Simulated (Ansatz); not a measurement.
# Li: the cost of one run

Computed with Ansatz 0.2.0 (DFT PBE+D3(BJ), scalar-relativistic, plane waves, PAW, unless a step's input says otherwise).

5 further runs of the same task are left out: 5 set aside as unsound or not needed.

## 1. The starting structure

The structure is trigonal, space group R3m (No. 160). Conventional cell: a = 3.157 Å, b = 3.157 Å, c = 18.117 Å, α = 90.00°, β = 90.00°, γ = 120.00°. W (site symmetry 3m) has 6 S at 2.41 Å as nearest neighbours. Around S (site symmetry 3m) lie 3 W at 2.41 Å.

Structure file:

```
W S
1.0
     1.57853    0.91136    6.03892
    -1.57853    0.91136    6.03892
     0.00000   -1.82273    6.03892
W S
1 2
Cartesian
  0.0000 0.0000 -0.0119
  0.0000 0.0000 13.6381
  0.0000 0.0000 10.4926
```

This cell was relaxed beforehand with the same method: volume 17.38 Å³/atom, gap on the mesh 0.91 eV.

## 2. The film's bulk: Li

Relaxed beforehand at this level: -204.8668 eV/atom, gap on the mesh none (metal).

```xyz
2
Lattice="2.9532 0.0000 0.0000 -1.4766 2.5575 0.0000 0.0000 0.0000 4.8441" Properties=species:S:1:pos:R:3 pbc="T T T"
Li    0.0000    1.7050    1.2110
Li    1.4766    0.8525    3.6331
```

## 3. The film's bulk on the base's lattice

The (001) plane of Li is fitted to the (001) plane of WS2, a strain of +6.9 % along x and +6.9 % along y; the third vector and the atoms relax.

The input, input.yaml:

```yaml
crystal:
  lattice:
    - [3.1570597461, 0.0, 0.0]
    - [-1.578529873, 2.7340939414, 0.0]
    - [0.0, 0.0, 4.4711233492]
  atoms:
    - { symbol: Li, position: [0.3333333333, 0.6666666667, 0.25] }
    - { symbol: Li, position: [0.6666666667, 0.3333333333, 0.75] }
basis:
  ecutwfc: 420
kpoints:
  mp_grid: { grid: [12, 12, 8] }
hamiltonian:
  xc: pbe
  dispersion: d3bj
scf:
  occupations: { method: gaussian, width: 0.1 }
output:
  forces: true
  stress: true
  eigenvalues: true
relax:
  adjacent_minimum: "off"
  f_tol: 0.01
  max_steps: 50
  cell: { fix: [a, b, gamma], stress_tol: 0.1 }
```

Launch:

```console
ansatz run input.yaml --threads 2 --pin off --max-ram 6144MiB --backend cpu --events-out ev --progress --plain --runs-dir out
```

Q: Estimate wall time and peak memory on 2 threads of an Arm CPU, shared host.

About 3.1 s, with a peak of 0.31 GiB.
